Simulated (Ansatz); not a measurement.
# Which way does CaO + PbSe ⇌ CaSe + PbO run?

Plane-wave DFT in Ansatz with scalar-relativistic PAW potentials, cutoff 420 eV, Γ-centred meshes chosen by cell and gap, Gaussian smearing with energies taken to zero width. Every cell was relaxed (cell and atoms) in a run of its own, within the symmetry of its start. Functional: PBE.

Total energies hold large constants for each element; a whole number of eV per atom of each element is taken off below, which cancels in a balanced reaction.

```csv
compound,lowest structure computed,structures tried,V (Å³/atom),gap on mesh (eV),"E (eV per formula unit, common shift removed)"
CaO,Fm-3m,3,14.09,3.66,-5.7228
PbSe,Fm-3m,4,30.05,0.43,-1.6225
CaSe,Fm-3m,4,26.44,2.08,-4.0030
PbO,P4/nmm,8,22.87,1.77,-2.5736
```

Question: Work out the reaction energy at 0 K.

Answer: ΔE = E(CaSe) + E(PbO) − E(CaO) − E(PbSe) = 0.769 eV, or 74 kJ per mole of reaction (192 meV/atom). The left side is lower: Ca takes O and Pb takes Se. Pauling's electronegativities (Ca 1.0, Pb 1.87; O 3.44, Se 2.55) would pair Ca with O, the most ionic bond; the result follows that. All four are computed as solids; where they are solids at ordinary conditions entropy changes little. A lower structure that wasn't tried would shift the value, and mixed crystals may lie lower than either side.

Spin-orbit coupling is left out, which matters for the bands of heavy elements. Each cell of PbO holds layers, and where no dispersion correction was added their binding is poorly described. For Tl, Pb and Bi spin-orbit coupling shifts energies too.